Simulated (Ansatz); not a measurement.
**Orbital character of the bands of MgS**

```xyz
2
Lattice="0.0000 2.8484 2.8484 2.8484 0.0000 2.8484 2.8484 2.8484 0.0000" Properties=species:S:1:pos:R:3 pbc="T T T"
Mg    0.0000    0.0000    0.0000
S     1.4242    1.4242    1.4242
```

Atom numbers follow the list: Mg1, S2.

The conventional cell has a = 5.697 Å, b = 5.697 Å, c = 5.697 Å, α = 90.00°, β = 90.00°, γ = 90.00°. Mg (atom 1) has 4 S at 2.47 Å as nearest neighbours. S (atom 2) has 4 Mg at 2.47 Å as nearest neighbours.

The structure comes from a relaxation in the same program, started in the zincblende type, and has space group F-43m. Whether it is a known phase or the ground state wasn't checked.

These are results of DFT, PBE, all-electron LAPW, scalar-relativistic (Ansatz 0.2.0), not measurements.

The runs use a Γ-centred 13×13×13 k mesh, Fermi–Dirac smearing of 0.05 eV, basis error target 0.5 meV/atom, no spin polarisation.

Weights are projections on a minimal set of Löwdin-orthogonalised atomic shells, summed over atoms of an element; the rest lies outside that basis, and weights on diffuse cation s shells are inflated where empty shells are missing from it. Energies are in eV from the valence-band top.

Points: W (-0.500, -0.250, 0.250), K (-0.375, 0.000, 0.375).

| state | character |
| --- | --- |
| W, -10.33 eV | S 3s 99 % |
| W, -2.26 eV | ? |
| W, -1.78 eV | ? |
| W, -1.29 eV | S 3p 95 % |
| K, -10.35 eV | S 3s 99 % |
| K, -2.44 eV | ? |
| K, -1.82 eV | S 3p 95 % |
| K, -0.79 eV | ? |

(1) What belongs in the row "W, -2.26 eV", column "character"?

(2) Give the missing entry: row "K, -2.44 eV", column "character".

(3) What belongs in the row "K, -0.79 eV", column "character"?

(4) Fill in "character" for the row "W, -1.78 eV".

## Answers

(1) S 3p 73 %, Mg 3s 26 %.

(2) S 3p 76 %, Mg 3s 24 %.

(3) S 3p 97 %.

(4) S 3p 98 %.
